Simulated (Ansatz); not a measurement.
Ge under changes of volume

One of the cells (19.913 Å³/atom); the others are scaled copies at fixed shape and fractional positions:

```
Ge
1.0
     2.71047    0.00000    0.00000
     0.00000    2.71047    0.00000
     0.00000    0.00000    2.71047
Ge
1
Cartesian
  0.0000 0.0000 0.0000
```

The cell was built by a generator and needn't be a form met in nature.

```yaml
Program: Ansatz 0.2.0
Functional: PBE
Potentials_or_basis: Ansatz PAW
Cutoff: "420 eV (not typed: the program's choice for these potentials)"
k_mesh: 10 × 10 × 10
Occupations: fermi-dirac, width 0.05 eV
Spin: no spin polarisation
```

```tsv
volume (Å³/atom)	energy over the lowest point (meV/atom)	pressure (GPa)
18.718	?	?
19.116	4.44	2.5
19.515	0.32	0.9
19.913	0.00	-0.5
20.311	3.02	-1.8
20.709	8.99	-2.9
21.108	17.55	-3.9
```

What does the run at 18.718 Å³/atom give?

Energy over the lowest point 12.64 meV/atom; pressure 4.2 GPa.

Worked out: A Birch-Murnaghan fit of order 3 (a polynomial in V^(-2/3)) to the other rows has its minimum at 19.75 Å³/atom with B0 = V·E''(V) = 70 GPa and B' = 5.3. It gives 12.87 meV/atom at 18.718 Å³/atom, against the run's 12.64, and -dE/dV = 4.3 GPa, against 4.2.

Energies are extrapolated to zero smearing.
